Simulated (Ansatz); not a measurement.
**SiO2 — O-17 NMR of the central transition**

Cell: a Materials Project structure (computed, not necessarily an observed phase), taken as it stands.

```cif
data_SiO2
_symmetry_space_group_name_H-M 'Pbcn'
_symmetry_Int_Tables_number 60
_cell_length_a 8.6878
_cell_length_b 10.4382
_cell_length_c 4.8414
_cell_angle_alpha 90.000
_cell_angle_beta 90.000
_cell_angle_gamma 90.000
loop_
_atom_site_label
_atom_site_type_symbol
_atom_site_symmetry_multiplicity
_atom_site_Wyckoff_symbol
_atom_site_fract_x
_atom_site_fract_y
_atom_site_fract_z
Si1 Si 8 d 0.2867 0.9159 0.0606
Si4 Si 4 c 0.0000 0.7831 0.2500
O13 O 8 d 0.8912 0.8701 0.4476
O15 O 8 d 0.3946 0.8011 0.9556
O17 O 8 d 0.1792 0.4575 0.3768
```

One atom of each set is listed.

Level of theory: DFT, r2SCAN, plane waves and PAW, scalar-relativistic, 500 eV cutoff, Γ-centred 3×3×5 k-points, Fermi–Dirac smearing 0.02 eV (Ansatz 0.2.0).

O-17 has I = 5/2 and Q = -25.58 mb (Pyykkö 2018); at 16.4 T its Larmor frequency is ν₀ = 94.7 MHz. Only the quadrupole interaction is simulated: positions count from each site's isotropic chemical shift, and J coupling is left out, as are shift anisotropy and dipolar coupling, which fast spinning averages.

Simulated pattern of one O site (fast magic-angle spinning, Gaussian broadening 0.2 kHz):

| offset (kHz) | height |
| --- | --- |
| -6.368 | 0 |
| -6.214 | 0 |
| -6.061 | 4 |
| -5.907 | 5 |
| -5.754 | 6 |
| -5.600 | 6 |
| -5.446 | 6 |
| -5.293 | 6 |
| -5.139 | 6 |
| -4.986 | 6 |
| -4.832 | 6 |
| -4.679 | 7 |
| -4.525 | 7 |
| -4.371 | 7 |
| -4.218 | 7 |
| -4.064 | 13 |
| -3.911 | 43 |
| -3.757 | 77 |
| -3.604 | 77 |
| -3.450 | 58 |
| -3.297 | 49 |
| -3.143 | 45 |
| -2.989 | 43 |
| -2.836 | 41 |
| -2.682 | 41 |
| -2.529 | 40 |
| -2.375 | 40 |
| -2.222 | 41 |
| -2.068 | 42 |
| -1.914 | 44 |
| -1.761 | 46 |
| -1.607 | 49 |
| -1.454 | 55 |
| -1.300 | 64 |
| -1.147 | 86 |
| -0.993 | 100 |
| -0.840 | 72 |
| -0.686 | 25 |
| -0.532 | 1 |
| -0.379 | 0 |

(1) Which |C_Q| and η does the pattern imply?

Results:

(1) The pattern spans 5.37 kHz before broadening and its centre of gravity is at -2.44 kHz, which fixes P_Q; the places of the horns and steps fix η. That gives P_Q = 6.21 MHz, |C_Q| = 6.20 MHz and η = 0.09, the values that the calculation gives site O15 (2 Si at 1.60–1.61 Å, angle 159°). The other sites have |C_Q| = 5.61, 5.28 MHz. The sign of C_Q can't be read from the pattern.

At O15 V_zz points along the line of its two bonds (within 3°).

Hardware: 1 thread of Arm Neoverse V2 (aarch64; 8 cores open to the job, memory cap 2.5 GiB, no GPU), a shared host with a load of 0.5 a core. Wall time 2.5 min, CPU time 2.5 min, peak memory 1.7 GiB.
